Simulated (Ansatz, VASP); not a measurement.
**TiH2: VASP beside Ansatz**

```
CELL_PARAMETERS angstrom
-1.58806 1.58806 2.06972
1.58806 -1.58806 2.06972
1.58806 1.58806 -2.06972
ATOMIC_POSITIONS crystal
Ti 0.00000 0.00000 0.00000
H 0.75000 0.25000 0.50000
H 0.25000 0.75000 0.50000
```

Alike in both runs: functional PBEsol; k mesh 18 × 18 × 18; occupations gaussian, width 0.1 eV; no spin polarisation.

Ansatz relaxed the structure, and its values are those at the end. VASP's run is a single point on that final structure, the one shown.

|  | VASP | Ansatz |
| --- | --- | --- |
| version | VASP 6.6.1 | Ansatz 0.2.0 |
| potentials or method | VASP PAW PBE potentials, release 64 (Ti_sv, H) | scalar-relativistic, plane waves, PAW |
| plane-wave cutoff (eV) | 520 | 420 |
| valence electrons in the cell | 14 | 14 |

|  | VASP | Ansatz | Ansatz less VASP |
| --- | --- | --- | --- |
| gap on the k mesh at the Fermi level (eV) | none | none | - |
| pressure (GPa) | 0.0 | 0.0 | -0.03 |

A gap of «none» marks a metal or a gap that the smearing closes.

Caveats: the PAW data sets were made with another functional, which shifts forces and pressure a little (VASP).
